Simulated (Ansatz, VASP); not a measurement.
**Cross-check of AlSi2C2N (twisted h-SiC/h-AlN monolayer on bilayer, 50.57 deg) between VASP and Ansatz**

Aim: how closely do two programs agree when they are given the same cell, functional and k mesh? The cell is taken from a series of runs on this material, whose earlier steps may have relaxed, scaled, displaced or heated it; both programs get it as it stands.

Program: Ansatz 0.2.0. Level of theory: plane waves, with VASP 6.6.1 beside it; single point at PBEsol. Results are calculated unless marked as measured.

## (1) Starting point

The cell holds 222 atoms: 74 Si, 74 C, 37 Al and 37 N. Its edges and angles: a = 18.948 Å, b = 18.948 Å, c = 18.580 Å, α = 90.0°, β = 90.0°, γ = 120.0°. As first built, before any earlier steps moved the atoms (in the runner's words): h-SiC (a = 3.1 A) under h-AlN (a = 3.13 A), monolayer on bilayer, commensurate cell of 37 unit cells a layer, twist 50.57 deg, both strained to the mean lattice constant; facing atoms 3.19, 3.39 A apart;; flat layers, displaced by a Gaussian of 0.01 A. Vacuum lies along c.

## (2) Ansatz: single point, PBEsol

Ansatz runs on its default PAW (the set named soft_2) files.

With cell and atoms fixed, the geometry can't cause a difference; cores, projectors, grids and the points listed under the comparison can.

input.yaml

```yaml
crystal:
  lattice:
    - [18.9478, 0.0, 0.0]
    - [-9.4739, 16.40928, 0.0]
    - [0.0, 0.0, 18.58]
  atoms:
    - { symbol: Si, position: [0.11771, 0.82899, 0.32384] }
    - { symbol: C, position: [0.12556, 0.73854, 0.32337] }
    - { symbol: Si, position: [0.1986, 0.01843, 0.32338] }
    - { symbol: C, position: [0.20771, 0.92763, 0.32316] }
    - { symbol: Si, position: [0.14427, 0.55862, 0.32304] }
    - { symbol: C, position: [0.15311, 0.46818, 0.32249] }
    - { symbol: Si, position: [0.22492, 0.74746, 0.32355] }
    - { symbol: C, position: [0.23323, 0.65829, 0.32172] }
    - { symbol: Si, position: [0.30723, 0.93773, 0.3224] }
    - { symbol: C, position: [0.31588, 0.84756, 0.3227] }
    - { symbol: Si, position: [0.09107, 0.09957, 0.3229] }
    - { symbol: C, position: [0.0985, 0.00884, 0.32347] }
    - { symbol: Si, position: [0.17152, 0.28815, 0.32223] }
    - { symbol: C, position: [0.18166, 0.19908, 0.32327] }
    - { symbol: Si, position: [0.25253, 0.47648, 0.32385] }
    - { symbol: C, position: [0.26091, 0.38719, 0.3234] }
    - { symbol: Si, position: [0.33309, 0.66661, 0.32184] }
    - { symbol: C, position: [0.34229, 0.57688, 0.32336] }
    - { symbol: Si, position: [0.41471, 0.85636, 0.32214] }
    - { symbol: C, position: [0.42365, 0.766, 0.32204] }
    - { symbol: Si, position: [0.49524, 0.04569, 0.32217] }
    - { symbol: C, position: [0.50447, 0.95493, 0.32387] }
    - { symbol: Si, position: [0.27889, 0.20612, 0.32302] }
    - { symbol: C, position: [0.28771, 0.11708, 0.32353] }
    - { symbol: Si, position: [0.36004, 0.39593, 0.32266] }
    - { symbol: C, position: [0.36882, 0.306, 0.3224] }
    - { symbol: Si, position: [0.44225, 0.58611, 0.32354] }
    - { symbol: C, position: [0.45085, 0.49575, 0.32245] }
    - { symbol: Si, position: [0.52222, 0.77424, 0.3222] }
    - { symbol: C, position: [0.53073, 0.68487, 0.32322] }
    - { symbol: Si, position: [0.60343, 0.96456, 0.32271] }
    - { symbol: C, position: [0.61266, 0.87381, 0.32374] }
    - { symbol: Si, position: [0.38654, 0.12517, 0.32215] }
    - { symbol: C, position: [0.39555, 0.03601, 0.32365] }
    - { symbol: Si, position: [0.4694, 0.31606, 0.32252] }
    - { symbol: C, position: [0.47715, 0.22501, 0.32176] }
    - { symbol: Si, position: [0.54963, 0.50459, 0.32299] }
    - { symbol: C, position: [0.55894, 0.41536, 0.3229] }
    - { symbol: Si, position: [0.63009, 0.6933, 0.3238] }
    - { symbol: C, position: [0.63989, 0.60339, 0.32254] }
    - { symbol: Si, position: [0.71142, 0.88321, 0.32285] }
    - { symbol: C, position: [0.72074, 0.79366, 0.32315] }
    - { symbol: Si, position: [0.79237, 0.07148, 0.32364] }
    - { symbol: C, position: [0.80144, 0.98063, 0.32298] }
    - { symbol: Si, position: [0.57604, 0.23383, 0.32341] }
    - { symbol: C, position: [0.5851, 0.14457, 0.32259] }
    - { symbol: Si, position: [0.65807, 0.42415, 0.32259] }
    - { symbol: C, position: [0.66638, 0.33226, 0.32259] }
    - { symbol: Si, position: [0.73856, 0.61237, 0.3227] }
    - { symbol: C, position: [0.74725, 0.52238, 0.32273] }
    - { symbol: Si, position: [0.81825, 0.80101, 0.32254] }
    - { symbol: C, position: [0.82923, 0.71098, 0.32181] }
    - { symbol: Si, position: [0.90054, 0.99123, 0.32271] }
    - { symbol: C, position: [0.90991, 0.90128, 0.32445] }
    - { symbol: Si, position: [0.68519, 0.15367, 0.32311] }
    - { symbol: C, position: [0.69367, 0.06368, 0.3229] }
    - { symbol: Si, position: [0.76576, 0.34181, 0.32233] }
    - { symbol: C, position: [0.77494, 0.25304, 0.3234] }
    - { symbol: Si, position: [0.84653, 0.53184, 0.32254] }
    - { symbol: C, position: [0.85552, 0.44086, 0.32202] }
    - { symbol: Si, position: [0.92743, 0.72057, 0.32253] }
    - { symbol: C, position: [0.93701, 0.63033, 0.3223] }
    - { symbol: Si, position: [0.0085, 0.90938, 0.32388] }
    - { symbol: C, position: [0.0173, 0.81908, 0.32271] }
    - { symbol: Si, position: [0.87343, 0.26151, 0.32265] }
    - { symbol: C, position: [0.88345, 0.17181, 0.32267] }
    - { symbol: Si, position: [0.95373, 0.44956, 0.32333] }
    - { symbol: C, position: [0.96336, 0.36088, 0.32376] }
    - { symbol: Si, position: [0.03628, 0.63925, 0.32282] }
    - { symbol: C, position: [0.04568, 0.55006, 0.32205] }
    - { symbol: Si, position: [0.98341, 0.18059, 0.32321] }
    - { symbol: C, position: [0.99063, 0.08874, 0.32343] }
    - { symbol: Si, position: [0.06264, 0.36951, 0.32212] }
    - { symbol: C, position: [0.07133, 0.2782, 0.32295] }
    - { symbol: Si, position: [0.20652, 0.92744, 0.49535] }
    - { symbol: C, position: [0.21571, 0.83726, 0.4943] }
    - { symbol: Si, position: [0.28918, 0.11619, 0.494] }
    - { symbol: C, position: [0.29789, 0.02701, 0.49485] }
    - { symbol: Si, position: [0.23415, 0.65762, 0.49432] }
    - { symbol: C, position: [0.24278, 0.56623, 0.49438] }
    - { symbol: Si, position: [0.31502, 0.84677, 0.4943] }
    - { symbol: C, position: [0.32411, 0.75689, 0.49403] }
    - { symbol: Si, position: [0.39723, 0.03654, 0.49425] }
    - { symbol: C, position: [0.40558, 0.94619, 0.49495] }
    - { symbol: Si, position: [0.18013, 0.19773, 0.49474] }
    - { symbol: C, position: [0.18953, 0.10853, 0.49482] }
    - { symbol: Si, position: [0.26176, 0.3867, 0.49577] }
    - { symbol: C, position: [0.27043, 0.29649, 0.49546] }
    - { symbol: Si, position: [0.34231, 0.57662, 0.49477] }
    - { symbol: C, position: [0.35085, 0.48645, 0.49486] }
    - { symbol: Si, position: [0.42329, 0.76577, 0.49327] }
    - { symbol: C, position: [0.43228, 0.67522, 0.49509] }
    - { symbol: Si, position: [0.5043, 0.95513, 0.49555] }
    - { symbol: C, position: [0.51189, 0.86356, 0.49377] }
    - { symbol: Si, position: [0.58528, 0.14461, 0.49523] }
    - { symbol: C, position: [0.59454, 0.0536, 0.49446] }
    - { symbol: Si, position: [0.36885, 0.30654, 0.49469] }
    - { symbol: C, position: [0.37907, 0.21587, 0.49468] }
    - { symbol: Si, position: [0.4497, 0.49486, 0.49397] }
    - { symbol: C, position: [0.45838, 0.40464, 0.49432] }
    - { symbol: Si, position: [0.53121, 0.68448, 0.49392] }
    - { symbol: C, position: [0.54078, 0.59475, 0.49505] }
    - { symbol: Si, position: [0.6125, 0.87347, 0.49482] }
    - { symbol: C, position: [0.62125, 0.78342, 0.49516] }
    - { symbol: Si, position: [0.69277, 0.06237, 0.49455] }
    - { symbol: C, position: [0.70282, 0.97322, 0.4955] }
    - { symbol: Si, position: [0.47865, 0.22646, 0.49356] }
    - { symbol: C, position: [0.48599, 0.13459, 0.49452] }
    - { symbol: Si, position: [0.55888, 0.41527, 0.49474] }
    - { symbol: C, position: [0.56732, 0.32472, 0.49456] }
    - { symbol: Si, position: [0.63932, 0.60294, 0.49522] }
    - { symbol: C, position: [0.64792, 0.51291, 0.49381] }
    - { symbol: Si, position: [0.72063, 0.79236, 0.49472] }
    - { symbol: C, position: [0.73016, 0.7028, 0.49456] }
    - { symbol: Si, position: [0.80318, 0.98349, 0.49527] }
    - { symbol: C, position: [0.80975, 0.89244, 0.49441] }
    - { symbol: Si, position: [0.88248, 0.17164, 0.49396] }
    - { symbol: C, position: [0.89213, 0.08092, 0.49413] }
    - { symbol: Si, position: [0.66645, 0.33311, 0.4941] }
    - { symbol: C, position: [0.67443, 0.24316, 0.49565] }
    - { symbol: Si, position: [0.74742, 0.5227, 0.49464] }
    - { symbol: C, position: [0.75633, 0.43233, 0.49532] }
    - { symbol: Si, position: [0.82936, 0.71175, 0.49505] }
    - { symbol: C, position: [0.83685, 0.62029, 0.49468] }
    - { symbol: Si, position: [0.91073, 0.90049, 0.49389] }
    - { symbol: C, position: [0.91856, 0.81004, 0.49471] }
    - { symbol: Si, position: [0.991, 0.09113, 0.49439] }
    - { symbol: C, position: [5.0e-05, 5.0e-05, 0.49532] }
    - { symbol: Si, position: [0.77484, 0.25268, 0.49492] }
    - { symbol: C, position: [0.78375, 0.16281, 0.49399] }
    - { symbol: Si, position: [0.85594, 0.44143, 0.49386] }
    - { symbol: C, position: [0.86417, 0.35071, 0.49467] }
    - { symbol: Si, position: [0.93684, 0.6311, 0.49445] }
    - { symbol: C, position: [0.94581, 0.54, 0.49397] }
    - { symbol: Si, position: [0.01792, 0.81919, 0.49441] }
    - { symbol: C, position: [0.02622, 0.72854, 0.49475] }
    - { symbol: Si, position: [0.09942, 0.00904, 0.49467] }
    - { symbol: C, position: [0.10763, 0.91922, 0.49506] }
    - { symbol: Si, position: [0.96423, 0.36113, 0.49458] }
    - { symbol: C, position: [0.97302, 0.26981, 0.49391] }
    - { symbol: Si, position: [0.04501, 0.54899, 0.49412] }
    - { symbol: C, position: [0.05319, 0.45828, 0.49385] }
    - { symbol: Si, position: [0.12553, 0.73863, 0.49503] }
    - { symbol: C, position: [0.13452, 0.64767, 0.49361] }
    - { symbol: Si, position: [0.07195, 0.28002, 0.49468] }
    - { symbol: C, position: [0.08229, 0.19064, 0.49502] }
    - { symbol: Si, position: [0.15267, 0.46689, 0.49504] }
    - { symbol: C, position: [0.16184, 0.37779, 0.49439] }
    - { symbol: Al, position: [0.81946, 0.01799, 0.6766] }
    - { symbol: "N", position: [0.82978, 0.11762, 0.67697] }
    - { symbol: Al, position: [0.84658, 0.31557, 0.67705] }
    - { symbol: "N", position: [0.85571, 0.41491, 0.67758] }
    - { symbol: Al, position: [0.73979, 0.12745, 0.67639] }
    - { symbol: "N", position: [0.74814, 0.22473, 0.67679] }
    - { symbol: Al, position: [0.63124, 0.9373, 0.67711] }
    - { symbol: "N", position: [0.63908, 0.03588, 0.67785] }
    - { symbol: Al, position: [0.8739, 0.6123, 0.67679] }
    - { symbol: "N", position: [0.88259, 0.71163, 0.6765] }
    - { symbol: Al, position: [0.7656, 0.42345, 0.6768] }
    - { symbol: "N", position: [0.77466, 0.52109, 0.67699] }
    - { symbol: Al, position: [0.65759, 0.23333, 0.67688] }
    - { symbol: "N", position: [0.66664, 0.33355, 0.67695] }
    - { symbol: Al, position: [0.5492, 0.04417, 0.67655] }
    - { symbol: "N", position: [0.55858, 0.14407, 0.67649] }
    - { symbol: Al, position: [0.79375, 0.72191, 0.67716] }
    - { symbol: "N", position: [0.80095, 0.8194, 0.67662] }
    - { symbol: Al, position: [0.68498, 0.53174, 0.6776] }
    - { symbol: "N", position: [0.69404, 0.63152, 0.67706] }
    - { symbol: Al, position: [0.57637, 0.3428, 0.67719] }
    - { symbol: "N", position: [0.58618, 0.44093, 0.6774] }
    - { symbol: Al, position: [0.46869, 0.15356, 0.67695] }
    - { symbol: "N", position: [0.47792, 0.25189, 0.67664] }
    - { symbol: Al, position: [0.3604, 0.96468, 0.67693] }
    - { symbol: "N", position: [0.36961, 0.06296, 0.67634] }
    - { symbol: Al, position: [0.71088, 0.8288, 0.67764] }
    - { symbol: "N", position: [0.72112, 0.92777, 0.67692] }
    - { symbol: Al, position: [0.60396, 0.63976, 0.67681] }
    - { symbol: "N", position: [0.6124, 0.7384, 0.67744] }
    - { symbol: Al, position: [0.49539, 0.45034, 0.67677] }
    - { symbol: "N", position: [0.50321, 0.5496, 0.67733] }
    - { symbol: Al, position: [0.38864, 0.26177, 0.67726] }
    - { symbol: "N", position: [0.39738, 0.36005, 0.67695] }
    - { symbol: Al, position: [0.27964, 0.072, 0.67666] }
    - { symbol: "N", position: [0.28782, 0.17034, 0.67671] }
    - { symbol: Al, position: [0.52181, 0.74743, 0.6775] }
    - { symbol: "N", position: [0.53128, 0.84734, 0.67673] }
    - { symbol: Al, position: [0.41418, 0.559, 0.67689] }
    - { symbol: "N", position: [0.42351, 0.65947, 0.67784] }
    - { symbol: Al, position: [0.30574, 0.3698, 0.67726] }
    - { symbol: "N", position: [0.31546, 0.4688, 0.67673] }
    - { symbol: Al, position: [0.19802, 0.17993, 0.677] }
    - { symbol: "N", position: [0.20688, 0.27835, 0.67703] }
    - { symbol: Al, position: [0.09068, 0.99104, 0.67731] }
    - { symbol: "N", position: [0.09791, 0.0896, 0.67749] }
    - { symbol: Al, position: [0.44171, 0.85658, 0.67676] }
    - { symbol: "N", position: [0.45145, 0.95535, 0.67782] }
    - { symbol: Al, position: [0.33388, 0.66669, 0.678] }
    - { symbol: "N", position: [0.34158, 0.76495, 0.67662] }
    - { symbol: Al, position: [0.22447, 0.47789, 0.67697] }
    - { symbol: "N", position: [0.23337, 0.5772, 0.67729] }
    - { symbol: Al, position: [0.11691, 0.28831, 0.67768] }
    - { symbol: "N", position: [0.12686, 0.38784, 0.67686] }
    - { symbol: Al, position: [0.00902, 0.09903, 0.6774] }
    - { symbol: "N", position: [0.0187, 0.19747, 0.67732] }
    - { symbol: Al, position: [0.9012, 0.91082, 0.67688] }
    - { symbol: "N", position: [0.90956, 0.00865, 0.67736] }
    - { symbol: Al, position: [0.25179, 0.77435, 0.67645] }
    - { symbol: "N", position: [0.26156, 0.8743, 0.677] }
    - { symbol: Al, position: [0.14458, 0.58555, 0.67683] }
    - { symbol: "N", position: [0.15367, 0.68558, 0.67576] }
    - { symbol: Al, position: [0.03529, 0.3966, 0.67624] }
    - { symbol: "N", position: [0.04463, 0.49544, 0.67648] }
    - { symbol: Al, position: [0.928, 0.20658, 0.6773] }
    - { symbol: "N", position: [0.93636, 0.30535, 0.67687] }
    - { symbol: Al, position: [0.17155, 0.88291, 0.67689] }
    - { symbol: "N", position: [0.17873, 0.98161, 0.67717] }
    - { symbol: Al, position: [0.06351, 0.69342, 0.67752] }
    - { symbol: "N", position: [0.07348, 0.79374, 0.67692] }
    - { symbol: Al, position: [0.95457, 0.50346, 0.6776] }
    - { symbol: "N", position: [0.9643, 0.60351, 0.67654] }
    - { symbol: Al, position: [0.98258, 0.80281, 0.67869] }
    - { symbol: "N", position: [0.99057, 0.90102, 0.67666] }
kpoints:
  mp_grid: { grid: [1, 1, 1] }
hamiltonian:
  xc: pbesol
scf:
  occupations: { method: gaussian, width: 0.025 }
output:
  forces: true
  populations: intrinsic
  dos:
    method: { smearing: { sigma: 0.15 } }
    de: 0.1
    projected:
      site_lists:
        Al: [Al]
        C: [C]
        "N": ["N"]
        Si: [Si]
        layer_1: [0, 1, 2, 3, 4, 5, 6, 7, 8, 9, 10, 11, 12, 13, 14, 15, 16, 17, 18, 19, 20, 21, 22, 23, 24, 25, 26, 27, 28, 29, 30, 31, 32, 33, 34, 35, 36, 37, 38, 39, 40, 41, 42, 43, 44, 45, 46, 47, 48, 49, 50, 51, 52, 53, 54, 55, 56, 57, 58, 59, 60, 61, 62, 63, 64, 65, 66, 67, 68, 69, 70, 71, 72, 73]
        layer_2: [74, 75, 76, 77, 78, 79, 80, 81, 82, 83, 84, 85, 86, 87, 88, 89, 90, 91, 92, 93, 94, 95, 96, 97, 98, 99, 100, 101, 102, 103, 104, 105, 106, 107, 108, 109, 110, 111, 112, 113, 114, 115, 116, 117, 118, 119, 120, 121, 122, 123, 124, 125, 126, 127, 128, 129, 130, 131, 132, 133, 134, 135, 136, 137, 138, 139, 140, 141, 142, 143, 144, 145, 146, 147]
        layer_3: [148, 149, 150, 151, 152, 153, 154, 155, 156, 157, 158, 159, 160, 161, 162, 163, 164, 165, 166, 167, 168, 169, 170, 171, 172, 173, 174, 175, 176, 177, 178, 179, 180, 181, 182, 183, 184, 185, 186, 187, 188, 189, 190, 191, 192, 193, 194, 195, 196, 197, 198, 199, 200, 201, 202, 203, 204, 205, 206, 207, 208, 209, 210, 211, 212, 213, 214, 215, 216, 217, 218, 219, 220, 221]
  eigenvalues: true
  write_density: true
  write_potential: true
  volumetric_format: npy
```

Command:

```sh
$ ansatz run input.yaml --threads 8 --pin off --max-ram 15872MiB --backend cpu --events-out ev --progress --plain --runs-dir out
```

Numbers of over 12 decimals in the logs are rounded to 6 here.

The log of the run:

```text
Engine: ansatz 0.2.0, aarch64-unknown-linux-gnu
Pseudopotentials: kind: paw
Pseudopotential: Si, paw, valence charge 4, recommended cutoff 420 eV (normal), Si.paw.azcp
Pseudopotential: C, paw, valence charge 4, recommended cutoff 420 eV (normal), C.paw.azcp
Pseudopotential: Al, paw, valence charge 3, recommended cutoff 420 eV (normal), Al.paw.azcp
Pseudopotential: N, paw, valence charge 5, recommended cutoff 420 eV (normal), N.paw.azcp
Functional definition: PBEsol
  exchange = pbesol_x
  correlation = pbesol_c
Crystal: 222 atoms, lattice volume = 5776.889 Å³
Basis set: ecut = 420 eV, 113019 PW (Γ), exchange–correlation on 256×256×250 points (8 copies of the dense FFT grid, shifted against one another)
Bands: 666, of which v1, the nominal top of the filled ones, is band 444 counted from 1 (443 counted from 0)
Symmetry: 1 space group operations
Space group: P1 (ITA 1), of the structure as read, at distance tolerance 1.8e-4 Å
k-points: 1
Non-local potential: Si, projectors of the file, l = 0: 2, l = 1: 2, l = 2: 2
Non-local potential: C, projectors of the file, l = 0: 2, l = 1: 2, l = 2: 1
Non-local potential: Al, projectors of the file, l = 0: 2, l = 1: 2, l = 2: 1
Non-local potential: N, projectors of the file, l = 0: 2, l = 1: 2, l = 2: 1
PAW form: soft (Blöchl's): semilocal exchange-correlation on the pseudo side does not see the compensation charge
PAW frozen core: Si, regenerated for the run's functional, and the local potential with it (the file was generated under x = pbe(κ = 0.804, μ = 0.219515), c = pbe(β = 0.066725))
PAW frozen core: C, regenerated for the run's functional, and the local potential with it (the file was generated under x = pbe(κ = 0.804, μ = 0.219515), c = pbe(β = 0.066725))
PAW frozen core: Al, regenerated for the run's functional, and the local potential with it (the file was generated under x = pbe(κ = 0.804, μ = 0.219515), c = pbe(β = 0.066725))
PAW frozen core: N, regenerated for the run's functional, and the local potential with it (the file was generated under x = pbe(κ = 0.804, μ = 0.219515), c = pbe(β = 0.066725))
PAW one-centre angular grid: Si, 110 points (default); XC on 64 Gauss nodes
PAW one-centre angular grid: C, 110 points (default); XC on 64 Gauss nodes
PAW one-centre angular grid: Al, 110 points (default); XC on 64 Gauss nodes
PAW one-centre angular grid: N, 110 points (default); XC on 64 Gauss nodes
Initial density: superposition of atomic densities (neutral atoms: chi_scale 0, normalization atom), corrected by the library's trained network
Initial wavefunctions: pseudopotential atomic-orbital guess
Functional: x = pbesol(κ = 0.804, μ = 0.123457), c = pbesol(β = 0.046)
SCF iter   1: F=—  HF=-97674.904466 eV  |F-HF|=—  |Δ(HF+E_count)|=         —  Δρ=4.96e-3  dr2=1.83e0  ethr=1.77e-3  ⟨swp⟩=10.0  Hψ=4304  notcnv=0  defer=119
preconditioner: auto → Resta (q_TF=auto, 1.997 Å⁻¹)  ε∞=3.0  [insulator: Δε(μ)=2.052 eV  Ē_g=10.284 eV  σ=0.025 eV  W_gap=1.00  n_scr=766 (ndim 8)  ℏωp=14.6 eV  f_vac=0.427  D(μ)=0.00/eV (n_scr^D=0)  ε∞_Penn≈3.0  vacuum switching on, ρ_ref=7.7e-3 e/Å³]
SCF iter   2: F=—  HF=-97674.538042 eV  |F-HF|=—  |Δ(HF+E_count)|=   3.66e-1  Δρ=1.59e-3  dr2=1.82e-1  ethr=2.06e-4  ⟨swp⟩=2.0  Hψ=1178  notcnv=0  defer=203
SCF iter   3: F=—  HF=-97674.532029 eV  |F-HF|=—  |Δ(HF+E_count)|=   6.01e-3  Δρ=7.92e-4  dr2=4.62e-2  ethr=2.05e-5  ⟨swp⟩=2.0  Hψ=741  notcnv=0  defer=203
SCF iter   4: F=—  HF=-97674.537614 eV  |F-HF|=—  |Δ(HF+E_count)|=   5.59e-3  Δρ=2.61e-4  dr2=5.37e-3  ethr=5.20e-6  ⟨swp⟩=2.0  Hψ=925  notcnv=0  defer=203
SCF iter   5: F=—  HF=-97674.537176 eV  |F-HF|=—  |Δ(HF+E_count)|=   4.38e-4  Δρ=7.49e-5  dr2=3.10e-4  ethr=6.05e-7  ⟨swp⟩=2.0  Hψ=907  notcnv=0  defer=203
SCF iter   6: F=—  HF=-97674.537275 eV  |F-HF|=—  |Δ(HF+E_count)|=   9.89e-5  Δρ=2.78e-5  dr2=7.54e-5  ethr=3.49e-8  ⟨swp⟩=2.0  Hψ=907  notcnv=0  defer=203
SCF iter   7: F=—  HF=-97674.535559 eV  |F-HF|=—  |Δ(HF+E_count)|=   1.72e-3  Δρ=8.52e-6  dr2=5.09e-6  ethr=8.49e-9  ⟨swp⟩=2.0  Hψ=926  notcnv=0  defer=203
SCF iter   8: F=—  HF=-97674.535561 eV  |F-HF|=—  |Δ(HF+E_count)|=   1.87e-6  Δρ=2.78e-6  dr2=7.04e-7  ethr=5.73e-10  ⟨swp⟩=2.0  Hψ=907  notcnv=0  defer=203
SCF iter   9: F=-97674.535562 eV  HF=-97674.535561 eV  |F-HF|=4.06e-8  |Δ(HF+E_count)|=   2.50e-7  Δρ=9.52e-7  dr2=8.44e-8  ethr=1.13e-11  ⟨swp⟩=26.0  Hψ=7340  notcnv=0
SCF 1 converged in 9 iterations: F = -97674.535562 eV  dr2 = 8.44e-8
  greatest PAW one-centre occupation: 0.790 electrons in one spin orbital (limit 2), on the N atom at site 187 (counted from 0), in its partial waves of l = 0
[...]
--- intrinsic populations: 222 sites ---
  site symbol       q [e]
     0     Si      2.9386
     1      C      5.0380
     2     Si      2.9410
     3      C      5.0348
     4     Si      2.9357
     5      C      5.0315
     6     Si      2.9341
     7      C      5.0390
     8     Si      2.9288
     9      C      5.0344
    10     Si      2.9400
    11      C      5.0312
    12     Si      2.9308
    13      C      5.0433
    14     Si      2.9339
    15      C      5.0449
    16     Si      2.9443
    17      C      5.0302
    18     Si      2.9347
    19      C      5.0347
    20     Si      2.9371
    21      C      5.0363
    22     Si      2.9229
    23      C      5.0487
[...]
214     Al      1.8910
   215      N      6.1325
   216     Al      1.8883
   217      N      6.1283
   218     Al      1.8778
   219      N      6.1301
   220     Al      1.8918
   221      N      6.1306
  spilling = 0.000000 (of n_electrons = 888.000000)
```

The column dr2 measures how far the density is from self-consistency, as an energy; F and HF (Harris–Foulkes) agree once it is small.

(Part 1 of 2 ends here.)

[Lines on the potential files, build, host, timing and source positions are cut from VASP's logs without a mark.]

[Logs are printed without paths, hosts, clocks, repeated set-up lines and the standing remarks that a program may print on its own settings, such as how far it seeks lower states.]

[Hosts, paths, dates, database ids (printed as entryN), source tags and the programs' standing remarks are cut or masked in the printed files.]
